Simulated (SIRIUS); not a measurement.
# Ni (Fm-3m) in SIRIUS: equation of state, part 2 of 3

SIRIUS 7.12.0. The steps go on from the part before.

## Step 4: Equation of state, PBEsol, collinear spin, ferromagnetic start, 10.28 Å³/atom (volume scaled by 0.98)

File sirius.json:

```json
{
  "control": {
    "processing_unit": "cpu",
    "std_evp_solver_name": "lapack",
    "gen_evp_solver_name": "lapack",
    "verbosity": 2,
    "print_forces": false,
    "ortho_rf": true,
    "use_second_variation": true,
    "rmt_max": 3.0,
    "num_bands_to_print": 19,
    "save_wf": true
  },
  "parameters": {
    "electronic_structure_method": "full_potential_lapwlo",
    "xc_functionals": ["XC_GGA_X_PBE_SOL", "XC_GGA_C_PBE_SOL"],
    "core_relativity": "dirac",
    "valence_relativity": "iora",
    "num_fv_states": 19,
    "smearing": "fermi_dirac",
    "smearing_width": 0.0018374661,
    "pw_cutoff": 20,
    "gk_cutoff": 3.93,
    "lmax_apw": 10,
    "lmax_rho": 8,
    "lmax_pot": 8,
    "num_mag_dims": 1,
    "auto_rmt": 0,
    "ngridk": [13, 13, 13],
    "shiftk": [0, 0, 0],
    "num_dft_iter": 80,
    "energy_tol": 1e-07,
    "density_tol": 1e-05,
    "use_symmetry": true
  },
  "settings": {"tol_ne": 1e-10},
  "iterative_solver": {"type": "exact"},
  "mixer": {"type": "anderson", "beta": 0.4, "max_history": 8},
  "unit_cell": {
    "lattice_vectors": [[0.0, 3.2614991401, 3.2614991401], [3.2614991401, 0.0, 3.2614991401], [3.2614991401, 3.2614991401, 0.0]],
    "atom_types": ["Ni"],
    "atom_files": {"Ni": "Ni.json"},
    "atoms": {"Ni": [[0.0, 0.0, 0.0, 0.0, 0.0, 1.0]]}
  }
}
```

File Ni.json:

```json
{
  "name": "nickel",
  "symbol": "Ni",
  "number": 28,
  "mass": 58.6934,
  "rmin": 1e-06,
  "rmt": 2.24,
  "nrmt": 800,
  "rinf": 14.89,
  "core": "1s2s2p",
  "valence": [
    {"basis": [{"enu": 0.11, "dme": 0, "n": 0, "auto": 0}, {"enu": 0.11, "dme": 1, "n": 0, "auto": 0}]},
    {"l": 0, "n": 1, "basis": [{"enu": 0.21, "dme": 0, "n": 0, "auto": 0}]},
    {"l": 1, "n": 2, "basis": [{"enu": 0.21, "dme": 0, "n": 0, "auto": 0}]},
    {"l": 2, "n": 3, "basis": [{"enu": 0.1991, "dme": 0, "n": 0, "auto": 0}]},
    {"l": 3, "n": 4, "basis": [{"enu": 0.21, "dme": 0, "n": 0, "auto": 0}]}
  ],
  "lo": [
    {"l": 0, "basis": [{"enu": 0.21, "dme": 0, "n": 0, "auto": 0}, {"enu": 0.21, "dme": 1, "n": 0, "auto": 0}]},
    {
      "l": 0,
      "basis": [{"enu": -3.6266, "dme": 0, "n": 3, "auto": 1}, {"enu": -3.6266, "dme": 1, "n": 3, "auto": 1}]
    },
    {
      "l": 0,
      "basis": [{"enu": -3.6266, "dme": 1, "n": 3, "auto": 1}, {"enu": 0.21, "dme": 0, "n": 0, "auto": 0}]
    },
    {"l": 0, "basis": [{"enu": 0.21, "dme": 0, "n": 0, "auto": 0}, {"enu": 3.3988, "dme": 0, "n": 0, "auto": 0}]},
    {"l": 1, "basis": [{"enu": 0.21, "dme": 0, "n": 0, "auto": 0}, {"enu": 0.21, "dme": 1, "n": 0, "auto": 0}]},
    {
      "l": 1,
      "basis": [{"enu": -2.1909, "dme": 0, "n": 3, "auto": 1}, {"enu": -2.1909, "dme": 1, "n": 3, "auto": 1}]
    },
    {
      "l": 1,
      "basis": [{"enu": -2.1909, "dme": 1, "n": 3, "auto": 1}, {"enu": 0.21, "dme": 0, "n": 0, "auto": 0}]
    },
    {"l": 1, "basis": [{"enu": 0.21, "dme": 0, "n": 0, "auto": 0}, {"enu": 3.8771, "dme": 0, "n": 0, "auto": 0}]},
    {
      "l": 2,
      "basis": [{"enu": 0.1991, "dme": 0, "n": 0, "auto": 0}, {"enu": 0.1991, "dme": 1, "n": 0, "auto": 0}]
    },
    {
      "l": 2,
      "basis": [{"enu": 0.1991, "dme": 1, "n": 0, "auto": 0}, {"enu": 0.1991, "dme": 2, "n": 0, "auto": 0}]
    },
    {
      "l": 2,
      "basis": [{"enu": 0.1991, "dme": 0, "n": 0, "auto": 0}, {"enu": 3.3081, "dme": 0, "n": 0, "auto": 0}]
    },
    {"l": 3, "basis": [{"enu": 0.21, "dme": 0, "n": 0, "auto": 0}, {"enu": 0.21, "dme": 1, "n": 0, "auto": 0}]},
    {"l": 3, "basis": [{"enu": 0.21, "dme": 0, "n": 0, "auto": 0}, {"enu": 3.6778, "dme": 0, "n": 0, "auto": 0}]}
  ],
  "free_atom": [... radial grid and density of the free atom, the start of the SCF ...]
}
```

File sirius_start.json:

```json
{
  "control": {
    "processing_unit": "cpu",
    "std_evp_solver_name": "lapack",
    "gen_evp_solver_name": "lapack",
    "verbosity": 1,
    "print_forces": false,
    "ortho_rf": true,
    "use_second_variation": true,
    "rmt_max": 3.0,
    "num_bands_to_print": 19,
    "save_wf": false
  },
  "parameters": {
    "electronic_structure_method": "full_potential_lapwlo",
    "xc_functionals": ["XC_LDA_X", "XC_LDA_C_PW"],
    "core_relativity": "dirac",
    "valence_relativity": "iora",
    "num_fv_states": 19,
    "smearing": "fermi_dirac",
    "smearing_width": 0.0055123983,
    "pw_cutoff": 20,
    "gk_cutoff": 3.14,
    "lmax_apw": 10,
    "lmax_rho": 8,
    "lmax_pot": 8,
    "num_mag_dims": 1,
    "auto_rmt": 0,
    "ngridk": [5, 5, 5],
    "shiftk": [0, 0, 0],
    "num_dft_iter": 30,
    "energy_tol": 0.01,
    "density_tol": 0.05,
    "use_symmetry": true
  },
  "settings": {"tol_ne": 1e-10},
  "iterative_solver": {"type": "exact"},
  "mixer": {"type": "anderson", "beta": 0.4, "max_history": 8},
  "unit_cell": {
    "lattice_vectors": [[0.0, 3.2614991401, 3.2614991401], [3.2614991401, 0.0, 3.2614991401], [3.2614991401, 3.2614991401, 0.0]],
    "atom_types": ["Ni"],
    "atom_files": {"Ni": "Ni.json"},
    "atoms": {"Ni": [[0.0, 0.0, 0.0, 0.0, 0.0, 1.0]]}
  }
}
```

Potentials or basis: all-electron FP-LAPW, apw+lo standard.

Run with:

```sh
OMP_NUM_THREADS=1 sirius.scf --input=sirius_start.json --output=start.json
OMP_NUM_THREADS=1 sirius.scf --input=sirius.json --output=output.json --task=1
```

Standard output:

```text
[info] SIRIUS version : 7.12.0
[info] number of MPI ranks           : 1
[info] MPI grid                      : 1 1
[info] maximum number of OMP threads : 1
[fft] FFT context for density and potential
[fft] =====================================
[fft]   plane wave cutoff                     : 20
[fft]   grid size                             : 32 32 32   total : 32768
[fft]   grid limits                           : -15 16   -15 16   -15 16
[fft]   number of G-vectors within the cutoff : 9377
[fft]   number of G-shells                    : 286
[fft] FFT context for coarse grid
[fft] =====================================
[fft]   plane wave cutoff                     : 7.86
[fft]   grid size                             : 15 15 15   total : 3375
[fft]   grid limits                           : -7 7   -7 7   -7 7
[fft]   number of G-vectors within the cutoff : 537
[fft]   number of G-shells                    : 27
[unit cell] lattice vectors
[unit cell]   a1 :       0.0000000000      3.2614991401      3.2614991401
[unit cell]   a2 :       3.2614991401      0.0000000000      3.2614991401
[unit cell]   a3 :       3.2614991401      3.2614991401      0.0000000000
[unit cell] reciprocal lattice vectors
[unit cell]   b1 :      -0.9632357755      0.9632357755      0.9632357755
[unit cell]   b2 :       0.9632357755     -0.9632357755      0.9632357755
[... 381 lines left out ...]
[find] total moment          : [  0.00000,   0.00000,   0.62704], magnitude : 0.627038
[... 20 lines left out ...]
[find] valence_eval_sum               :     -16.76340646
[find] core_eval_sum                  :    -855.03034849
[find] kinetic energy                 :    1543.37452385
[find] enuc                           :   -1833.86790105
[find] <rho|V^{XC}>                   :     -81.64632719
[find] <rho|E^{XC}>                   :     -62.30822803
[find] <mag|B^{XC}>                   :      -0.01004948
[find] <rho|V^{H}>                    :   -2333.51190213
[find] smearing (-TS)                 :      -0.00046085
[find] SCF correction                 :       0.00001697
[find] Total energy                   :   -1519.55753932 (Ha),   -3039.11507865 (Ry)
[find] Free energy (E-TS)             :   -1519.55800017 (Ha),   -3039.11600035 (Ry)
[find] band gap (eV)                  :       0.00000000
[find] Efermi                         :       0.31892719
[find] iteration : 8, RMS (target) : 3.6845e-06 (1.0000e-05) , energy difference (target) : 7.8380e-09 (1.0000e-07)
[find] converged after 9 SCF iterations!
[find] Charges and magnetic moments
[find] --------------------------------------------------------------------------------
[find] atom      charge    core leakage                 moment                |moment|
[find] --------------------------------------------------------------------------------
[find]    0   27.073034    3.641335e-13  [  0.00000,   0.00000,   0.65114]    0.651144
[find] total core leakage    : 3.64133471e-13
[find] interstitial charge   : 0.926966
[find] interstitial moment   : [  0.00000,   0.00000,  -0.02402], magnitude : 0.024016
[find] total charge          : 28.000000
[find] total moment          : [  0.00000,   0.00000,   0.62713], magnitude : 0.627129
[find] Energy
[find] --------------------------------------------------------------------------------
[find] valence_eval_sum               :     -16.76340646
[find] core_eval_sum                  :    -855.03034849
[find] kinetic energy                 :    1543.37452385
[find] enuc                           :   -1833.86790105
[find] <rho|V^{XC}>                   :     -81.64632719
[find] <rho|E^{XC}>                   :     -62.30822803
[find] <mag|B^{XC}>                   :      -0.01004948
[find] <rho|V^{H}>                    :   -2333.51190213
[find] smearing (-TS)                 :      -0.00046085
[find] SCF correction                 :       0.00001697
[find] Total energy                   :   -1519.55753932 (Ha),   -3039.11507865 (Ry)
[find] Free energy (E-TS)             :   -1519.55800017 (Ha),   -3039.11600035 (Ry)
[find] band gap (eV)                  :       0.00000000
[find] Efermi                         :       0.31892719
```

start_output:

```text
[find] Total energy                   :   -1518.35899983 (Ha),   -3036.71799966 (Ry)
[find] band gap (eV)                  :       0.00000000
[find] Efermi                         :       0.41750582
[find] iteration : 0, RMS (target) : 3.5521e+00 (5.0000e-02) , energy difference (target) : -1.5184e+03 (1.0000e-02)
[find] Total energy                   :   -1518.35592219 (Ha),   -3036.71184438 (Ry)
[find] band gap (eV)                  :       0.00000000
[find] Efermi                         :       0.31230289
[find] iteration : 1, RMS (target) : 2.1391e+00 (5.0000e-02) , energy difference (target) : 3.0776e-03 (1.0000e-02)
[find] Total energy                   :   -1518.31460954 (Ha),   -3036.62921907 (Ry)
[find] band gap (eV)                  :       0.00000000
[find] Efermi                         :       0.41277692
[find] iteration : 2, RMS (target) : 6.4763e-01 (5.0000e-02) , energy difference (target) : 4.1313e-02 (1.0000e-02)
[find] Total energy                   :   -1518.38630412 (Ha),   -3036.77260825 (Ry)
[find] band gap (eV)                  :       0.00000000
[find] Efermi                         :       0.29143658
[find] iteration : 3, RMS (target) : 2.0893e-02 (5.0000e-02) , energy difference (target) : -7.1695e-02 (1.0000e-02)
[find] Total energy                   :   -1518.38634202 (Ha),   -3036.77268405 (Ry)
[find] band gap (eV)                  :       0.00000000
[find] Efermi                         :       0.29156975
[find] iteration : 4, RMS (target) : 1.6359e-02 (5.0000e-02) , energy difference (target) : -3.7900e-05 (1.0000e-02)
[find] converged after 5 SCF iterations!
[find] Total energy                   :   -1518.38634202 (Ha),   -3036.77268405 (Ry)
[find] band gap (eV)                  :       0.00000000
[find] Efermi                         :       0.29156975
```

Wall time 32 s (1 thread of Arm Neoverse V1, shared host); peak memory 0.45 GiB.

What came out:

* Free energy: -41349.2797 eV
* Band gap on the k mesh: none (metal or under the smearing width)
* Net moment: 0.63 μB per cell
* Site moments: Ni +0.65 μB
* All electrons inside the program's atomic spheres: Ni 27.07 (radii Ni 2.24 bohr)

## Step 5: Equation of state, PBEsol, collinear spin, ferromagnetic start, 10.70 Å³/atom (volume scaled by 1.02)

Edit sirius.json of step 4 so:

```diff
@@ -39,3 +39,3 @@
   "unit_cell": {
-    "lattice_vectors": [[0.0, 3.2614991401, 3.2614991401], [3.2614991401, 0.0, 3.2614991401], [3.2614991401, 3.2614991401, 0.0]],
+    "lattice_vectors": [[0.0, 3.3052828766, 3.3052828766], [3.3052828766, 0.0, 3.3052828766], [3.3052828766, 3.3052828766, 0.0]],
     "atom_types": ["Ni"],
```

File Ni.json:

```json
{
  "name": "nickel",
  "symbol": "Ni",
  "number": 28,
  "mass": 58.6934,
  "rmin": 1e-06,
  "rmt": 2.24,
  "nrmt": 800,
  "rinf": 14.89,
  "core": "1s2s2p",
  "valence": [
    {"basis": [{"enu": 0.09, "dme": 0, "n": 0, "auto": 0}, {"enu": 0.09, "dme": 1, "n": 0, "auto": 0}]},
    {"l": 0, "n": 1, "basis": [{"enu": 0.19, "dme": 0, "n": 0, "auto": 0}]},
    {"l": 1, "n": 2, "basis": [{"enu": 0.19, "dme": 0, "n": 0, "auto": 0}]},
    {"l": 2, "n": 3, "basis": [{"enu": 0.179, "dme": 0, "n": 0, "auto": 0}]},
    {"l": 3, "n": 4, "basis": [{"enu": 0.19, "dme": 0, "n": 0, "auto": 0}]}
  ],
  "lo": [
    {"l": 0, "basis": [{"enu": 0.19, "dme": 0, "n": 0, "auto": 0}, {"enu": 0.19, "dme": 1, "n": 0, "auto": 0}]},
    {
      "l": 0,
      "basis": [{"enu": -3.6466, "dme": 0, "n": 3, "auto": 1}, {"enu": -3.6466, "dme": 1, "n": 3, "auto": 1}]
    },
    {
      "l": 0,
      "basis": [{"enu": -3.6466, "dme": 1, "n": 3, "auto": 1}, {"enu": 0.19, "dme": 0, "n": 0, "auto": 0}]
    },
    {"l": 0, "basis": [{"enu": 0.19, "dme": 0, "n": 0, "auto": 0}, {"enu": 3.3788, "dme": 0, "n": 0, "auto": 0}]},
    {"l": 1, "basis": [{"enu": 0.19, "dme": 0, "n": 0, "auto": 0}, {"enu": 0.19, "dme": 1, "n": 0, "auto": 0}]},
    {
      "l": 1,
      "basis": [{"enu": -2.2109, "dme": 0, "n": 3, "auto": 1}, {"enu": -2.2109, "dme": 1, "n": 3, "auto": 1}]
    },
    {
      "l": 1,
      "basis": [{"enu": -2.2109, "dme": 1, "n": 3, "auto": 1}, {"enu": 0.19, "dme": 0, "n": 0, "auto": 0}]
    },
    {"l": 1, "basis": [{"enu": 0.19, "dme": 0, "n": 0, "auto": 0}, {"enu": 3.8571, "dme": 0, "n": 0, "auto": 0}]},
    {"l": 2, "basis": [{"enu": 0.179, "dme": 0, "n": 0, "auto": 0}, {"enu": 0.179, "dme": 1, "n": 0, "auto": 0}]},
    {"l": 2, "basis": [{"enu": 0.179, "dme": 1, "n": 0, "auto": 0}, {"enu": 0.179, "dme": 2, "n": 0, "auto": 0}]},
    {
      "l": 2,
      "basis": [{"enu": 0.179, "dme": 0, "n": 0, "auto": 0}, {"enu": 3.2881, "dme": 0, "n": 0, "auto": 0}]
    },
    {"l": 3, "basis": [{"enu": 0.19, "dme": 0, "n": 0, "auto": 0}, {"enu": 0.19, "dme": 1, "n": 0, "auto": 0}]},
    {"l": 3, "basis": [{"enu": 0.19, "dme": 0, "n": 0, "auto": 0}, {"enu": 3.6578, "dme": 0, "n": 0, "auto": 0}]}
  ],
  "free_atom": [... radial grid and density of the free atom, the start of the SCF ...]
}
```

Edit sirius_start.json of step 4 so:

```diff
@@ -39,3 +39,3 @@
   "unit_cell": {
-    "lattice_vectors": [[0.0, 3.2614991401, 3.2614991401], [3.2614991401, 0.0, 3.2614991401], [3.2614991401, 3.2614991401, 0.0]],
+    "lattice_vectors": [[0.0, 3.3052828766, 3.3052828766], [3.3052828766, 0.0, 3.3052828766], [3.3052828766, 3.3052828766, 0.0]],
     "atom_types": ["Ni"],
```

Run with:

```sh
OMP_NUM_THREADS=1 sirius.scf --input=sirius_start.json --output=start.json
OMP_NUM_THREADS=1 sirius.scf --input=sirius.json --output=output.json --task=1
```

It took 32 s on 1 thread of Arm Neoverse V1, shared host; peak memory 0.46 GiB.

It converged, with:

* Free energy: -41349.2726 eV
* Band gap on the k mesh: none (metal or under the smearing width)
* Net moment: 0.63 μB per cell
* Site moments: Ni +0.66 μB
* All electrons inside the program's atomic spheres: Ni 27.01 (radii Ni 2.24 bohr)

## Step 6: Equation of state, PBEsol, collinear spin, ferromagnetic start, 10.91 Å³/atom (volume scaled by 1.04)

Edit sirius.json of step 5 so:

```diff
@@ -39,3 +39,3 @@
   "unit_cell": {
-    "lattice_vectors": [[0.0, 3.3052828766, 3.3052828766], [3.3052828766, 0.0, 3.3052828766], [3.3052828766, 3.3052828766, 0.0]],
+    "lattice_vectors": [[0.0, 3.3267463538, 3.3267463538], [3.3267463538, 0.0, 3.3267463538], [3.3267463538, 3.3267463538, 0.0]],
     "atom_types": ["Ni"],
```

File Ni.json:

```json
{
  "name": "nickel",
  "symbol": "Ni",
  "number": 28,
  "mass": 58.6934,
  "rmin": 1e-06,
  "rmt": 2.24,
  "nrmt": 800,
  "rinf": 14.89,
  "core": "1s2s2p",
  "valence": [
    {"basis": [{"enu": 0.08, "dme": 0, "n": 0, "auto": 0}, {"enu": 0.08, "dme": 1, "n": 0, "auto": 0}]},
    {"l": 0, "n": 1, "basis": [{"enu": 0.18, "dme": 0, "n": 0, "auto": 0}]},
    {"l": 1, "n": 2, "basis": [{"enu": 0.18, "dme": 0, "n": 0, "auto": 0}]},
    {"l": 2, "n": 3, "basis": [{"enu": 0.1691, "dme": 0, "n": 0, "auto": 0}]},
    {"l": 3, "n": 4, "basis": [{"enu": 0.18, "dme": 0, "n": 0, "auto": 0}]}
  ],
  "lo": [
    {"l": 0, "basis": [{"enu": 0.18, "dme": 0, "n": 0, "auto": 0}, {"enu": 0.18, "dme": 1, "n": 0, "auto": 0}]},
    {
      "l": 0,
      "basis": [{"enu": -3.6566, "dme": 0, "n": 3, "auto": 1}, {"enu": -3.6566, "dme": 1, "n": 3, "auto": 1}]
    },
    {
      "l": 0,
      "basis": [{"enu": -3.6566, "dme": 1, "n": 3, "auto": 1}, {"enu": 0.18, "dme": 0, "n": 0, "auto": 0}]
    },
    {"l": 0, "basis": [{"enu": 0.18, "dme": 0, "n": 0, "auto": 0}, {"enu": 3.3688, "dme": 0, "n": 0, "auto": 0}]},
    {"l": 1, "basis": [{"enu": 0.18, "dme": 0, "n": 0, "auto": 0}, {"enu": 0.18, "dme": 1, "n": 0, "auto": 0}]},
    {
      "l": 1,
      "basis": [{"enu": -2.2209, "dme": 0, "n": 3, "auto": 1}, {"enu": -2.2209, "dme": 1, "n": 3, "auto": 1}]
    },
    {
      "l": 1,
      "basis": [{"enu": -2.2209, "dme": 1, "n": 3, "auto": 1}, {"enu": 0.18, "dme": 0, "n": 0, "auto": 0}]
    },
    {"l": 1, "basis": [{"enu": 0.18, "dme": 0, "n": 0, "auto": 0}, {"enu": 3.8471, "dme": 0, "n": 0, "auto": 0}]},
    {
      "l": 2,
      "basis": [{"enu": 0.1691, "dme": 0, "n": 0, "auto": 0}, {"enu": 0.1691, "dme": 1, "n": 0, "auto": 0}]
    },
    {
      "l": 2,
      "basis": [{"enu": 0.1691, "dme": 1, "n": 0, "auto": 0}, {"enu": 0.1691, "dme": 2, "n": 0, "auto": 0}]
    },
    {
      "l": 2,
      "basis": [{"enu": 0.1691, "dme": 0, "n": 0, "auto": 0}, {"enu": 3.2781, "dme": 0, "n": 0, "auto": 0}]
    },
    {"l": 3, "basis": [{"enu": 0.18, "dme": 0, "n": 0, "auto": 0}, {"enu": 0.18, "dme": 1, "n": 0, "auto": 0}]},
    {"l": 3, "basis": [{"enu": 0.18, "dme": 0, "n": 0, "auto": 0}, {"enu": 3.6478, "dme": 0, "n": 0, "auto": 0}]}
  ],
  "free_atom": [... radial grid and density of the free atom, the start of the SCF ...]
}
```

Edit sirius_start.json of step 5 so:

```diff
@@ -39,3 +39,3 @@
   "unit_cell": {
-    "lattice_vectors": [[0.0, 3.3052828766, 3.3052828766], [3.3052828766, 0.0, 3.3052828766], [3.3052828766, 3.3052828766, 0.0]],
+    "lattice_vectors": [[0.0, 3.3267463538, 3.3267463538], [3.3267463538, 0.0, 3.3267463538], [3.3267463538, 3.3267463538, 0.0]],
     "atom_types": ["Ni"],
```

Potentials or basis: all-electron FP-LAPW, apw+lo standard.

Run with:

```sh
OMP_NUM_THREADS=1 sirius.scf --input=sirius_start.json --output=start.json
OMP_NUM_THREADS=1 sirius.scf --input=sirius.json --output=output.json --task=1
```

Run time: 32 s. Hardware: 1 thread of Arm Neoverse V1, shared host; peak memory 0.46 GiB.

It converged, with:

| Item | Value |
| --- | --- |
| Free energy | -41349.2613 eV |
| Band gap on the k mesh | none (metal or under the smearing width) |
| Net moment | 0.63 μB per cell |
| Site moments | Ni +0.66 μB |
| All electrons inside the program's atomic spheres | Ni 26.98 (radii Ni 2.24 bohr) |

(Continued in part 3 of 3.)
